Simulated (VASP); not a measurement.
# Ru: molecular dynamics with the cell free or held by constraints

Ru, P6_3/mmc (no. 194), 8 atoms in the cell. PBE, constrained or biased molecular dynamics; PAW potentials Ru (PBE set).

| Held coordinates | Spread of the volume (Å³) | Time (s) |
|---|---|---|
| none | 0.86 | 213 |
| volume held, shape free | 0.00 | 204 |
| angles held, lengths free | 0.45 | 222 |

Limits: each run has its own random start, so only a spread that vanishes tells of a constraint; the run is only 0.12 ps long, so its averages are rough.

## Input of the first row

INCAR:
```
ALGO = Normal ; EDIFF = 1E-5
ENCUT = 300 ; IBRION = 0
ISIF = 3 ; ISMEAR = 1
ISYM = 0 ; LANGEVIN_GAMMA = 10
LANGEVIN_GAMMA_L = 10 ; LCHARG = F
LREAL = F ; LWAVE = F
MDALGO = 3 ; NELMIN = 4
NSW = 60 ; PMASS = 1000
POTIM = 2.0 ; PREC = Normal
RANDOM_SEED = 776078 0 0 ; SIGMA = 0.2
TEBEG = 500
```

KPOINTS:
```
k-points
0
Gamma
  3 3 4
```

POSCAR:
```
Ru
1.0
    5.4116000000      0.0000000000      0.0000000000
   -2.7058000000      4.6865830751      0.0000000000
    0.0000000000      0.0000000000      4.2819000000
Ru
8
Direct
    0.3333333350      0.1666666650      0.7500000000
    0.3333333350      0.6666666650      0.7500000000
    0.8333333350      0.1666666650      0.7500000000
    0.8333333350      0.6666666650      0.7500000000
    0.1666666650      0.3333333350      0.2500000000
    0.1666666650      0.8333333350      0.2500000000
    0.6666666650      0.3333333350      0.2500000000
    0.6666666650      0.8333333350      0.2500000000
```

Commands:
```
cat potpaw_PBE.64/Ru/POTCAR > POTCAR
mpirun -np 4 vasp_std > vasp.out
```

ICONST of row 3:
```
LA 1 2 0
LA 1 3 0
LA 2 3 0
```

VASP 6.6.1 took 213 s on 4 cores (AMD EPYC 7R43 (Zen 3)), a shared host.
